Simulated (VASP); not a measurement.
## Mg: single point with PBE

Mg:

```
CELL_PARAMETERS angstrom
3.64497 2.10442 6.21613
-3.64497 2.10442 6.21613
0.00000 -4.20884 6.21613
ATOMIC_POSITIONS crystal
Mg 0.01019 0.65361 0.01019
Mg 0.01019 0.01019 0.65361
Mg 0.65361 0.01019 0.01019
Mg 0.98981 0.34639 0.98981
Mg 0.34639 0.98981 0.98981
Mg 0.98981 0.98981 0.34639
Mg 0.22118 0.63060 0.22118
Mg 0.22118 0.22118 0.63060
Mg 0.63060 0.22118 0.22118
Mg 0.77882 0.36940 0.77882
Mg 0.36940 0.77882 0.77882
Mg 0.77882 0.77882 0.36940
```

The cell was built by a generator and needn't be a form met in nature.

```json
{"Program": "VASP 6.6.1", "Task": "single point", "Functional": "PBE", "Potentials or basis": "VASP PAW PBE potentials, release 64 (Mg)", "Cutoff": "520 eV", "k mesh": "3 × 3 × 3", "Occupations": "gaussian, width 0.1 eV", "Spin": "no spin polarisation"}
```

```yaml
Pressure: 15.6 GPa
Largest_force: 2.414 eV/Å
Band_gap_on_the_k_mesh: none (metal or under the smearing width)
```

Forces on the atoms (eV/Å):
```
Mg   0.961 -0.555 -0.391
Mg   0.000  1.110 -0.391
Mg  -0.961 -0.555 -0.391
Mg  -0.961  0.555  0.391
Mg   0.961  0.555  0.391
Mg   0.000 -1.110  0.391
Mg   2.039 -1.177  0.535
Mg   0.000  2.354  0.535
Mg  -2.039 -1.177  0.535
Mg  -2.039  1.177 -0.535
Mg   2.039  1.177 -0.535
Mg   0.000 -2.354 -0.535
```

Stress tensor (GPa, compression positive):
```
13.86  0.00  0.00
 0.00 13.86  0.00
 0.00  0.00 18.99
```

Levels at points of the mesh, in eV from the Fermi level:
```csv
k point,band 10,band 11,band 12,band 13,band 14,band 15
"(0.00, 0.00, 0.00)",-2.08,-1.84,-1.33,-0.71,-0.71,0.90
```

Wall time 78 s on 1 thread of Intel(R) Xeon(R) Platinum 8488C (Sapphire Rapids), with other jobs on the host, peak memory 0.4 GiB.

Caveat: so large a pressure means that the cell lies far from this level's equilibrium, or that cutoff or potentials fall short; forces of over 1 eV/Å show positions far from the minimum, so gaps and moduli don't describe the material at rest.
